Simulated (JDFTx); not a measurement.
Runs of JDFTx 1.7.0 (patched build) on CoO. Symmetry: Fm-3m, No. 225, cubic system. The conventional cell has a = 4.263 Å, b = 4.263 Å, c = 4.263 Å, α = 90.00°, β = 90.00°, γ = 90.00°. Around Co (site symmetry m-3m) lie 6 O at 2.13 Å. Around O (site symmetry m-3m) lie 6 Co at 2.13 Å. 

| task | level | potentials or basis | cell | k mesh | local potential set to -Z/r beyond | further solve for the empty bands | pseudo rcut | gap on the mesh (eV) | pressure (GPa) | moment (μB) |
| --- | --- | --- | --- | --- | --- | --- | --- | --- | --- | --- |
| single point | PBEsol | PseudoDojo-SR-PBEsol-0.4.1-standard with smoothed tails | as given | 11 × 11 × 11 | 6 bohr | yes | 6 | none | (a) | 2.98 |
| single point | PBE | PseudoDojo-SR-PBE-0.5-standard | as given | 11 × 11 × 11 | - | yes | - | none | -2.0 | 2.99 |
| single point | LDA | PseudoDojo-SR-LDA-0.4.1-standard | as given | 11 × 11 × 11 | - | yes | - | none | -19.8 | 2.88 |
| relaxation of cell and atoms | PBE+D3(BJ) | PseudoDojo-SR-PBE-0.5-standard | relaxed | 9 × 9 × 9 | - | no | - | none | 0.0 | 2.99 |
| single point | LDA | PseudoDojo-SR-LDA-0.4.1-standard with smoothed tails | as given | 11 × 11 × 11 | 6 bohr | yes | 6 | none | -19.8 | 2.88 |

Alike in all rows: spin collinear, ferromagnetic start; cutoff (eV) 1306; smearing fermi-dirac 0.05 eV.

Problem. Fill in the values left out.

Solution. (a) -11.1.

Caveats: a cell with one magnetic atom can't hold antiferromagnetic order, which such compounds often take; semilocal functionals often make such compounds metallic where correlation or magnetic order opens a gap, which also shifts bond lengths; so large a pressure means that the cell lies far from this level's equilibrium, or that cutoff or potentials fall short (some runs); pairwise dispersion overbinds metals, which lowers pressure and volume (some runs).

A k mesh can miss the band edges.

A gap of «none» marks a metal or a gap under the smearing width.

Not every run made on this cell is shown here.
